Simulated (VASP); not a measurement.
**HW8C8 (a cell with a defect): single point with PBEsol**

Crystal: HW8C8 (a cell with a defect).

```
CELL_PARAMETERS angstrom
0.00000 0.00000 -5.65551
-2.89848 -5.02031 0.00000
-2.89848 5.02031 0.00000
ATOMIC_POSITIONS crystal
W 0.49859 0.50000 0.50000
W 0.00141 0.50000 0.50000
W 0.49837 0.49769 0.99884
W 0.00163 0.49769 0.99884
W 0.49837 0.00116 0.50231
W 0.00163 0.00116 0.50231
W 0.49837 0.00116 0.99884
W 0.00163 0.00116 0.99884
C 0.25000 0.16667 0.83333
C 0.75000 0.16667 0.83333
C 0.25000 0.16729 0.33364
C 0.75000 0.16966 0.33483
C 0.25000 0.66636 0.83271
C 0.75000 0.66517 0.83034
C 0.25000 0.66636 0.33364
C 0.75000 0.66517 0.33483
H 0.75000 0.83333 0.16667
```

| Property | Result |
| --- | --- |
| Program | VASP 6.6.1 |
| Task | single point |
| Functional | PBEsol |
| Potentials or basis | VASP PAW PBE potentials, release 64 (W_sv, C, H) |
| Cutoff | 520 eV |
| k mesh | 4 × 5 × 5, shifted |
| Occupations | gaussian, width 0.1 eV |
| Spin | no spin polarisation |

| Property | Result |
| --- | --- |
| Pressure | 4.2 GPa |
| Largest force | 0.041 eV/Å |
| Band gap on the k mesh | none (metal or under the smearing width) |

Forces on the atoms (eV/Å):
```
W    0.000  0.000 -0.021
W    0.000  0.000  0.021
W   -0.002 -0.001 -0.014
W   -0.002 -0.001  0.014
W    0.002 -0.001 -0.014
W    0.002 -0.001  0.014
W    0.000  0.003 -0.014
W    0.000  0.003  0.014
C    0.000  0.000  0.000
C    0.000  0.000  0.000
C    0.032  0.019  0.000
C    0.035  0.020  0.000
C   -0.032  0.019  0.000
C   -0.035  0.020  0.000
C    0.000 -0.037  0.000
C    0.000 -0.041  0.000
H    0.000  0.000  0.000
```

Stress tensor (GPa, compression positive):
```
3.65 0.00 0.00
0.00 3.65 0.00
0.00 0.00 5.35
```

Levels at points of the mesh, in eV from the Fermi level:
```tsv
k point	band 71	band 72	band 73	band 74	band 75	band 76
(0.12, 0.00, 0.00)	-0.39	-0.22	-0.22	2.15	2.15	2.21
```

Run time: 7.2 min on 1 thread of Intel(R) Xeon(R) Platinum 8259CL CPU @ 2.50GHz (Skylake/Cascade Lake), on a shared host, peak memory 0.34 GiB.

Caveat: the PAW data sets were made with another functional, which shifts forces and pressure a little. The run has no spin-orbit coupling, so splittings on W are missing.
